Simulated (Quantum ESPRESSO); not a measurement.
## CoO: phonons with PBE

Crystal: CoO.

```
Co O
1.0
    -1.50800    1.50800    2.10725
     1.50800   -1.50800    2.10725
     1.50800    1.50800   -2.10725
Co O
1 1
Direct
  0.00000 0.00000 0.00000
  0.50000 0.50000 0.00000
```

```
Program             : Quantum ESPRESSO 7.5
Task                : phonons
Functional          : PBE
Potentials or basis : JTH 2.0 PBE
Cutoff              : 707 eV
Density cutoff      : 4245 eV
k mesh              : 10 × 10 × 10
Occupations         : cold, width 0.272 eV
Spin                : collinear spin, ferromagnetic start
Starting moments    : [2.0, 0.0] μB
Mixing beta         : 0.3
Most SCF iterations : 120
SCF threshold       : 4e-10 Ry
```

```
Relaxed volume                                        : 9.57 Å³/atom
Relaxed cell                                          : a = 3.003 Å, b = 3.003 Å, c = 3.003 Å, α = 120.03°, β = 120.03°, γ = 89.95°
Space group after relaxing (to 0.05 Å)                : Fm-3m (No. 225)
Pressure after relaxing                               : 0.0 GPa
Band gap on the k mesh                                : none (metal or under the smearing width)
Net moment                                            : 2.91 μB per cell
Absolute moment                                       : 2.93 μB per cell
Site moments                                          : Co +2.48; O +0.31 μB
Valence electrons inside the program's atomic spheres : Co 14.57; O 5.72
Highest phonon frequency at Γ                         : 182 cm⁻¹
```

Step by step:
```csv
step,energy change (eV),largest force (eV/Å),pressure (GPa),volume (Å³)
1,0.0000,0.0000,-0.23,19.17
2,0.0000,0.0000,0.06,19.15
3,-0.0001,0.0000,0.06,19.14
4,-0.0001,0.0000,0.11,19.13
5,-0.0001,0.0000,0.13,19.13
6,-0.0002,0.0000,0.12,19.13
7,-0.0002,0.0000,0.05,19.14
8,-0.0002,0.0000,0.02,19.14
```

Final structure:
```
Co O
1.0
    -1.50092    1.50092    2.12441
     1.50092   -1.50092    2.12441
     1.50092    1.50092   -2.12441
Co O
1 1
Direct
  0.00000 0.00000 0.00000
  0.50000 0.50000 0.00000
```

Levels at points of the mesh, in eV from the Fermi level:
Spin up:
```csv
k point,band 9,band 10,band 11,band 12,band 13,band 14,band 15,band 16,band 17,band 18
"(0.00, 0.00, 0.00)",-3.22,-3.22,-3.12,-3.11,-3.11,0.95,16.76,18.05,18.06,18.06
"(0.00, 0.00, -0.50)",-3.99,-2.94,-2.42,-2.09,-2.08,5.81,9.81,11.63,15.76,15.78
"(0.00, -0.50, 0.00)",-2.37,-2.37,-1.82,0.10,0.10,5.00,9.35,13.39,13.40,20.44
"(-0.50, -0.50, -0.50)",-4.00,-2.95,-2.42,-2.08,-2.08,5.81,9.80,11.64,15.78,15.78
```
Spin down:
```
              k point  band 8  band 9  band 10  band 11  band 12  band 13
   (0.00, 0.00, 0.00)   -2.67   -1.13    -1.13    -1.13     0.06     0.07
  (0.00, 0.00, -0.50)   -3.93   -2.29     0.13     0.13     0.55     1.02
  (0.00, -0.50, 0.00)   -4.74   -0.13    -0.13     0.17     2.74     2.74
(-0.50, -0.50, -0.50)   -3.93   -2.29     0.13     0.13     0.54     1.03
```

Phonon frequencies in cm⁻¹ (negative: imaginary):
```csv
q point,frequencies
"(0.000, 0.000, 0.000)",-13 -13 -13 178 182 182
```

It took 30 min on 1 thread of Intel(R) Xeon(R) Platinum 8488C (Sapphire Rapids), with other jobs on the host, peak memory 0.19 GiB.

Caveat: the cell relaxed to another space group than the one typed; a cell with one magnetic atom can't hold antiferromagnetic order, which such compounds often take; semilocal functionals often make such compounds metallic where correlation or magnetic order opens a gap, which also shifts bond lengths. With open d or f shells a metallic result of PBE can be an artefact of self-interaction; +U or a hybrid may open a gap.
